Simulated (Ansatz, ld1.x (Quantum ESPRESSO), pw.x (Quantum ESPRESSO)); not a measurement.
# Equation-of-state test of one RRKJ potential (rhodium (Rh))

```
Element                 : Rh (Z = 45)
Generator               : ld1.x (Quantum ESPRESSO) 7.5
Type                    : norm-conserving RRKJ (Kleinman–Bylander form)
Functional              : PBE
Relativity              : scalar-relativistic
Frozen core             : [Kr]
Valence charge          : 9
Reference configuration : 4d8 5s1 5p0
Partial waves           : 5p (bound, empty): rc 2.55 bohr; 4d (bound): rc 2.05 bohr; 5s (bound): rc 2.80 bohr
Local potential         : the s channel
Core correction         : none
```

Atomic tests: cutoffs needed: 40 Ry and 45 Ry (the cutoffs (Ry, on a coarse ladder) from which the occupation-weighted sum of valence levels, in a spherical-Bessel basis at the reference potential, stays within 10 and 1 mRy of its value at 400 Ry); ghost test: no extra level below or beside the all-electron valence levels (p, d, s, f tested) (spherical-Bessel basis up to 400 Ry, 20 bohr box); largest excitation error: -372 meV (all-electron minus pseudo) for 4d6 5s0 5p0, out of 7 test configurations.

Crystal test: sc Rh in pw.x 7.5, no spin, 13³ k-points, Fermi–Dirac smearing 0.01 Ry, cutoffs 55/220 Ry. The reference is all-electron LAPW (Ansatz 0.2.0) with the same functional, mesh and smearing; V0 and B0 come from Birch–Murnaghan fits to the pressures at five volumes. Errors are pseudo minus all-electron; Δ is the rms difference of the E(V) curves that follow from these fits, minima aligned, over ±6 % about the mean V0. Mesh and smearing are coarse, so the numbers serve the comparison and aren't converged zero-temperature values; the lattice is a test structure that the element need not adopt.

| V (Å³/atom) | P all-electron (GPa) | P pseudo (GPa) |
| --- | --- | --- |
| 15.504 | 11.21 | 23.59 |
| 15.912 | 5.47 | 16.53 |
| 16.320 | 0.54 | 10.44 |
| 16.728 | -3.70 | 5.19 |
| 17.136 | -7.33 | 0.66 |

All-electron: a0 = 2.539 Å (V0 = 16.37 Å³/atom), B0 = 179.8 GPa.

Pseudopotential: mean pressure error (GPa): +10.04. The pressure does not cross zero within the volumes sampled, so no fit is given. The largest radius (2.80 bohr) exceeds half the bond length (2.40 bohr), so the spheres overlap, which is one possible source of error among others. This is a poor potential for the solid.

Q: At the middle volume, how do free energy and pressure move when the wave cutoff is lowered (ecutrho kept at four times it)?

A:

```tsv
cutoff (Ry)	shift of F (meV/atom)	shift of P (GPa)
25	+7899.2	-338.48
33	+622.7	-49.83
44	+5.6	+0.08
```

The run at the middle volume (84 k-points, 7 iterations) took about 7.1 s on one core of a shared host (Neoverse-V1, 32 threads, 247 GiB, load 15).
